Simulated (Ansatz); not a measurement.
# Si: the cost of one run

Program: Ansatz 0.2.0. Level of theory: DFT PBE, scalar-relativistic. These are calculated values, not measurements.

## Step 1: Starting point

Symmetry: Fd-3m, No. 227, cubic system. The conventional cell has a = 5.431 Å, b = 5.431 Å, c = 5.431 Å, α = 90.00°, β = 90.00°, γ = 90.00°. Si (site symmetry -43m) has 4 Si at 2.35 Å as nearest neighbours.

Coordinates:

```cif
data_structure
_symmetry_space_group_name_H-M 'P 1'
_symmetry_Int_Tables_number 1
_cell_length_a 3.8403
_cell_length_b 3.8403
_cell_length_c 3.8403
_cell_angle_alpha 60.000
_cell_angle_beta 60.000
_cell_angle_gamma 60.000
_cell_volume 40.05
loop_
_atom_site_label
_atom_site_type_symbol
_atom_site_fract_x
_atom_site_fract_y
_atom_site_fract_z
_atom_site_occupancy
Si1 Si 0.50000 0.50000 0.50000 1
Si2 Si 0.75000 0.75000 0.75000 1
```

Atoms are numbered in the order of the input: Si1, Si2.

## Step 2: After the deformation

Space group Fd-3m before, R-3m after.

## Step 3: LAPW, all electrons

input.yaml reads:

```yaml
crystal:
  lattice:
    - [-0.0271547, 2.70189265, 2.70189265]
    - [2.70189265, -0.0271547, 2.70189265]
    - [2.70189265, 2.70189265, -0.0271547]
  atoms:
    - { symbol: Si, position: [0.5, 0.5, 0.5] }
    - { symbol: Si, position: [0.75, 0.75, 0.75] }
kpoints:
  mp_grid: { grid: [11, 11, 11] }
  band_path:
    path:
      - [0.0, 0.0, 0.0]
      - [0.5, 0.5, 0.5]
      - [0.2525443832, 0.5, 0.7474556168]
      - [-0.2525443832, 0.2525443832, 0.5]
      - [0.0, 0.0, 0.5]
      - [0.0, 0.0, 0.0]
      - [-0.3762721916, 0.0, 0.3762721916]
      - [0.0, 0.3762721916, 0.6237278084]
      - [0.0, 0.5, 0.5]
    npoints: 5
scf:
  occupations: { method: fermi_dirac, width: 0.08 }
hamiltonian:
  xc: pbe
  pseudopotentials: { kind: all_electron, lapw: { basis_error: 0.00025 } }
output:
  forces: true
  stress: true
  eigenvalues: true
```

On the command line:

```console
$ ansatz run input.yaml --threads 1 --pin off --max-ram 3072MiB --backend cpu --events-out ev --progress --plain --runs-dir out
```

Q: Estimate wall time and peak memory on 1 thread of Intel Xeon Platinum 8488C (Sapphire Rapids), shared host.

About 14 s, with a peak of 0.44 GiB.
